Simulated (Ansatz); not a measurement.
Fe under changes of volume

One of the cells (11.435 Å³/atom); the others are scaled copies at fixed shape and fractional positions:

```
Fe
1.0
     0.00000    1.94174    1.96511
     1.49844    0.00000    1.96511
     1.49844    1.94174    0.00000
Fe
1
Cartesian
  0.0000 0.0000 0.0000
```

- Program: Ansatz 0.2.0
- Functional: LDA
- Potentials or basis: all-electron LAPW, scalar-relativistic
- Cutoff: 316 eV (chosen from the basis error)
- Basis error allowed: 0.001 eV/atom
- k mesh: 13 × 13 × 13
- Occupations: fermi-dirac, width 0.05 eV
- Spin: collinear spin, ferromagnetic start
- Starting moments: [3.0] μB

```csv
volume (Å³/atom),energy over the lowest point (meV/atom),pressure (GPa),moment (μB per cell)
10.749,0.00,-7.6,2.03
10.978,14.22,-11.9,2.06
11.207,?,?,?
11.435,59.10,-18.8,2.14
11.664,88.05,-21.5,2.18
11.893,120.45,-23.7,2.23
12.121,155.71,-25.6,2.28
```

Q: What does the run at 11.207 Å³/atom give?

A: Energy over the lowest point 34.23 meV/atom; pressure -15.7 GPa; moment 2.10 μB per cell.

Worked out: A Birch-Murnaghan fit of order 3 (a polynomial in V^(-2/3)) to the other rows has no minimum within the range. It gives 34.28 meV/atom at 11.207 Å³/atom, against the run's 34.23, and -dE/dV = -15.8 GPa, against -15.7. A straight line through the other rows of the moment, of slope 0.182 μB per Å³/atom, gives 2.10 μB, against the run's 2.10.

Energies are extrapolated to zero smearing.
